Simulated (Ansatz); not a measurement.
**Relaxation of Sn**

Computed with DFT PBEsol, scalar-relativistic, plane waves, PAW (Ansatz). Settings: 420 eV cutoff, 12×12×8 k-mesh, Gaussian smearing of 0.10 eV, no spin polarisation.

What was changed: biaxial strain in the a-b plane, c and atoms relaxed: -3.0 %.

Command:

```bash
ansatz run input.yaml --threads 1 --pin off --max-ram 2560MiB --backend cpu --events-out ev --progress --plain --runs-dir out
```

Input:

```yaml
crystal:
  lattice:
    - [3.172241152, 3.172241152, 0.0]
    - [-3.172241152, 3.172241152, 0.0]
    - [0.0, 0.0, 6.6584360676]
  atoms:
    - { symbol: Sn, position: [0.0, 0.0, 0.5] }
    - { symbol: Sn, position: [0.0, 0.5, 0.25] }
    - { symbol: Sn, position: [0.5, 0.5, 0.0] }
    - { symbol: Sn, position: [0.5, 0.0, 0.75] }
basis:
  ecutwfc: 420
kpoints:
  mp_grid: { grid: [12, 12, 8] }
hamiltonian:
  xc: pbesol
scf:
  occupations: { method: gaussian, width: 0.1 }
output:
  forces: true
  stress: true
  eigenvalues: true
relax:
  adjacent_minimum: "off"
  f_tol: 0.008
  max_steps: 40
  cell: { stress_tol: 0.015, fix: [a, b, gamma] }
```

F is the free energy. Steps run on the plane waves of an earlier cell, but the last one, and at times one on the way, on a freshly chosen basis, so a repeated geometry can differ a little in energy. The held parts of the cell keep their stress, so P needn't end at zero.

Steps:

```json
{"step": "1", "F − F(1) (eV)": "0.0000", "largest force component (eV/Å)": "0.000", "V (Å³/atom)": "33.502", "P (GPa)": "1.94"}
{"step": "2", "F − F(1) (eV)": "-0.0029", "largest force component (eV/Å)": "0.000", "V (Å³/atom)": "34.049", "P (GPa)": "1.14"}
{"step": "3", "F − F(1) (eV)": "-0.0037", "largest force component (eV/Å)": "0.000", "V (Å³/atom)": "33.890", "P (GPa)": "1.37"}
{"step": "4", "F − F(1) (eV)": "-0.0040", "largest force component (eV/Å)": "0.000", "V (Å³/atom)": "33.890", "P (GPa)": "1.37"}
```

Relaxed structure:

```
CELL_PARAMETERS angstrom
3.17224 3.17224 0.00000
-3.17224 3.17224 0.00000
0.00000 0.00000 6.73553
ATOMIC_POSITIONS crystal
Sn 0.00000 0.00000 0.50000
Sn 0.00000 0.50000 0.25000
Sn 0.50000 0.50000 0.00000
Sn 0.50000 0.00000 0.75000
```

The structure is tetragonal, space group I4_1/amd (No. 141). The conventional cell has a = 4.486 Å, b = 4.486 Å, c = 6.736 Å, α = 90.00°, β = 90.00°, γ = 90.00°. Sn (site symmetry -4m2) has 4 Sn at 2.80 Å as nearest neighbours.

The run converged. It took 3.3 min on 1 thread of Intel(R) Xeon(R) Platinum 8259CL CPU @ 2.50GHz (Skylake/Cascade Lake), with other jobs on the host, peak memory 0.75 GiB.